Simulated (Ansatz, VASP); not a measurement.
**TaN in VASP and in Ansatz**

Contents of INCAR:

```
PREC = Accurate
ENCUT = 520
EDIFF = 1E-6
ISMEAR = -1
SIGMA = 0.05
LREAL = False
LASPH = True
NELM = 80
ALGO = Normal
ISIF = 2
LWAVE = False
LCHARG = False
GGA = PE
NBANDS = 15
```

The input KPOINTS:

```
regular mesh
0
Gamma
  10 10 9
```

Contents of POSCAR:

```
TaN
1.0
    2.9574575207      0.0000000000      0.0000000000
   -1.4787287603      2.5612333435      0.0000000000
    0.0000000000      0.0000000000      2.9020932717
Ta N
1 1
Direct
    0.0000000000      0.0000000000      0.5000000000
    0.6666666667      0.3333333333      0.0000000000
```

input.yaml

```yaml
crystal:
  lattice:
    - [2.9574575207, 0.0, 0.0]
    - [-1.4787287603, 2.5612333435, 0.0]
    - [0.0, 0.0, 2.9020932717]
  atoms:
    - { symbol: Ta, position: [0.0, 0.0, 0.5] }
    - { symbol: "N", position: [0.6666666667, 0.3333333333, 0.0] }
kpoints:
  mp_grid: { grid: [10, 10, 9] }
scf:
  occupations: { method: fermi_dirac, width: 0.05 }
hamiltonian:
  xc: pbe
  pseudopotentials: { kind: all_electron, lapw: { basis_error: 0.0005 } }
output:
  forces: true
  stress: true
  eigenvalues: true
```

Change from the starting cell: volume scaled by 1.02.

Alike in both runs: task single point; functional PBE; k mesh 10 × 10 × 9; occupations fermi-dirac, width 0.05 eV; no spin polarisation.

|  | VASP | Ansatz |
| --- | --- | --- |
| version | VASP 6.6.1 | Ansatz 0.2.0 |
| potentials or method | VASP PAW PBE potentials, release 64 (Ta_pv, N) | all-electron LAPW, scalar-relativistic |
| plane-wave cutoff (eV) | 520 | see its input |

Ansatz gave:

* gap on the k mesh at the Fermi level (eV): none
* pressure (GPa): -1.9
* largest component of the traceless stress (GPa): 0.20

Estimate VASP's values.

gap on the k mesh at the Fermi level (eV): none; pressure (GPa): -1.5; largest component of the traceless stress (GPa): 0.28.

A gap of «none» marks a metal or a gap that the smearing closes. Ansatz ran all-electron here, so the differences hold the error of VASP's frozen core and of both bases.

The runs have no spin-orbit coupling, so splittings on Ta are missing.
